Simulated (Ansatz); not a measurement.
Cs2AgBiBr6:

```
CELL_PARAMETERS angstrom
0.00000 5.61610 5.61610
5.61610 0.00000 5.61610
5.61610 5.61610 0.00000
ATOMIC_POSITIONS crystal
Bi 0.00000 0.00000 0.00000
Cs 0.75000 0.75000 0.75000
Cs 0.25000 0.25000 0.25000
Ag 0.50000 0.50000 0.50000
Br 0.74945 0.74945 0.25055
Br 0.25055 0.25055 0.74945
Br 0.74945 0.25055 0.25055
Br 0.74945 0.25055 0.74945
Br 0.25055 0.74945 0.74945
Br 0.25055 0.74945 0.25055
```

Base run:

```yaml
Program: Ansatz 0.2.0
Functional: PBEsol
Potentials_or_basis: Ansatz PAW
Cutoff: "420 eV (not typed: the program's choice for these potentials)"
k_mesh: 4 × 4 × 4
Occupations: fermi-dirac, width 0.05 eV
Spin: no spin polarisation
Hubbard_terms: Ag d U = 6 eV
```

Its results: band gap on the k mesh 1.55 eV, indirect (least direct gap 2.59 eV); pressure 0.2 GPa; largest force 0.159 eV/Å.

Question: The run is repeated on the same cell with these changes: hubbard terms from Ag d U = 6 eV to Ag d U = 8 eV. What comes out?

Answer: Band gap on the k mesh 1.63 eV, indirect (least direct gap 2.59 eV); pressure 0.2 GPa; largest force 0.127 eV/Å.

Caveats: spin-orbit coupling is left out, which as a rule narrows the gap of such compounds by several tenths of an eV; the PAW data sets come from PBE, with cores solved anew for the run's functional, which leaves a small shift of forces and pressure; the density of states is complete only up to the lowest level of the last band computed.

A k mesh can miss the band edges.
